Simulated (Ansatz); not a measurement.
# Li₃Se: rattling a relaxed structure

These are results of Ansatz 0.2.0, DFT PBE, scalar-relativistic, plane waves, PAW, not measurements. Cutoff 420 eV; k points 12×12×12 on the computed 4-atom cell (Γ-centred); Gaussian smearing, width 0.10 eV; no spin polarisation.

The cell below (4 atoms, Pm-3m (No. 221)) is relaxed within its symmetry. It is a trial structure, and others of Li₃Se can lie lower.

```xyz
4
Lattice="3.9252 0.0000 0.0000 0.0000 3.9252 0.0000 0.0000 0.0000 3.9252" Properties=species:S:1:pos:R:3 pbc="T T T"
Li    0.0000    1.9626    1.9626
Li    1.9626    0.0000    1.9626
Li    1.9626    1.9626    0.0000
Se    0.0000    0.0000    0.0000
```

For the test a repeat of it with 8 atoms was strained at random by about 1.5 %, the atoms were moved at random (σ = 0.05 Å), and all was relaxed without symmetry on a coarse k mesh with 0.1 eV smearing.

For metals, differences of a few meV/atom aren't resolved.

(1) What happens?

## Answers

(1) It returns to Pm-3m (No. 221), within 1 meV/atom of the start's energy. So it is a local minimum, stable against the distortions that fit this cell and this draw; softer or longer ones aren't excluded.

Cost: 3 runs of about 1.9 core-minutes in all, on AMD EPYC 7B13 (Zen 3) (shared hosts).